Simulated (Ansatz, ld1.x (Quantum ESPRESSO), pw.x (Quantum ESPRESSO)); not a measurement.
pw.x on fcc Ti: one setting changed

Potential: ultrasoft, ld1.x (Quantum ESPRESSO) 7.5, PBE; core [Ne], reference 3s2 3p6 3d2 4s2 4p0; waves: 3s (bound): rcut 1.35, rcutus 2.12 bohr; 4s (bound): rcut 1.35, rcutus 2.12 bohr; 3p (bound): rcut 1.50, rcutus 1.85 bohr; 4p (bound, empty): rcut 1.50, rcutus 1.85 bohr; 3d (bound): rcut 2.45, rcutus 2.85 bohr; 3d channel at 2.05 Ry: rcut 2.45, rcutus 2.85 bohr; local part: all-electron potential smoothed inside 2.25 bohr (lloc = -1); core correction: none; augmentation: PSQ, radius 1.30 bohr.

The reference run (k-mesh 14³, cutoffs 50/460 Ry, Fermi–Dirac 0.01 Ry, mixing_beta 0.4, conv_thr 1e-9, no spin) gives -1.69 GPa at 17.482 Å³/atom, where all-electron LAPW gives -0.10 GPa. This run, with its own iteration cap, changes ecutrho/ecutwfc to 16.

```
&control
  calculation='scf', prefix='x', pseudo_dir='./', outdir='./tmp', tstress=.true., disk_io='none'
/
&system
  ibrav=0, nat=1, ntyp=1, ecutwfc=50, ecutrho=800, nbnd=14,
  occupations='smearing', smearing='fd', degauss=0.01
/
&electrons
  conv_thr=1e-09, mixing_beta=0.4, electron_maxstep=60
/
ATOMIC_SPECIES
Ti 1.0 Ti.UPF
CELL_PARAMETERS angstrom
  0.00000000 2.05993590 2.05993590
  2.05993590 0.00000000 2.05993590
  2.05993590 2.05993590 0.00000000
ATOMIC_POSITIONS crystal
Ti 0.0000 0.0000 0.0000
K_POINTS automatic
14 14 14 0 0 0
```

```bash
pw.x < Ti.scf.in > Ti.scf.out
```

Problem. How does the run end?

Solution. It converges in 10 iterations; the free energy moves by +0.0 meV/atom and the pressure by +0.00 GPa. The result is that of the reference run.

```
Message from routine setup:
     using ibrav=0 with symmetry is DISCOURAGED, use correct ibrav instead
     lattice parameter (alat)  =       5.5051  a.u.
     unit-cell volume          =     117.9744 (a.u.)^3
     number of electrons       =        12.00
     number of Kohn-Sham states=           14
     kinetic-energy cutoff     =      50.0000  Ry
     charge density cutoff     =     800.0000  Ry
     scf convergence threshold =      1.0E-09
     Exchange-correlation= PBE
     number of k points=   104  Fermi-Dirac smearing, width (Ry)=  0.0100
     iteration #  1     ecut=    50.00 Ry     beta= 0.40
     total energy              =    -117.52833670 Ry
     estimated scf accuracy    <       0.07374346 Ry
     iteration #  2     ecut=    50.00 Ry     beta= 0.40
     total energy              =    -117.54660883 Ry
     estimated scf accuracy    <       0.00121592 Ry
     iteration #  3     ecut=    50.00 Ry     beta= 0.40
     c_bands:  1 eigenvalues not converged
     c_bands:  1 eigenvalues not converged
     c_bands:  1 eigenvalues not converged
     total energy              =    -117.54789711 Ry
     estimated scf accuracy    <       0.00054950 Ry
     [... 4 iterations left out ...]
     iteration #  8     ecut=    50.00 Ry     beta= 0.40
     total energy              =    -117.54800444 Ry
     estimated scf accuracy    <          7.2E-09 Ry
     iteration #  9     ecut=    50.00 Ry     beta= 0.40
     total energy              =    -117.54800444 Ry
     estimated scf accuracy    <          1.7E-09 Ry
     iteration # 10     ecut=    50.00 Ry     beta= 0.40
     the Fermi energy is    13.0260 ev
!    total energy              =    -117.54800444 Ry
     estimated scf accuracy    <          6.1E-11 Ry
     smearing contrib. (-TS)   =      -0.00781624 Ry
     The total energy is F=E-TS. E is the sum of the following terms:
     one-electron contribution =     -43.50934892 Ry
     hartree contribution      =      25.33063008 Ry
     xc contribution           =     -14.55944918 Ry
     ewald contribution        =     -84.80202019 Ry
     convergence has been achieved in  10 iterations
          total   stress  (Ry/bohr**3)                   (kbar)     P=      -16.95
     Message from routine punch:
     Nothing written, as per user request (disk_io='none')
```

The run took about 23 s on one core of a shared host (Neoverse-V1, 32 threads, 247 GiB, load 19).
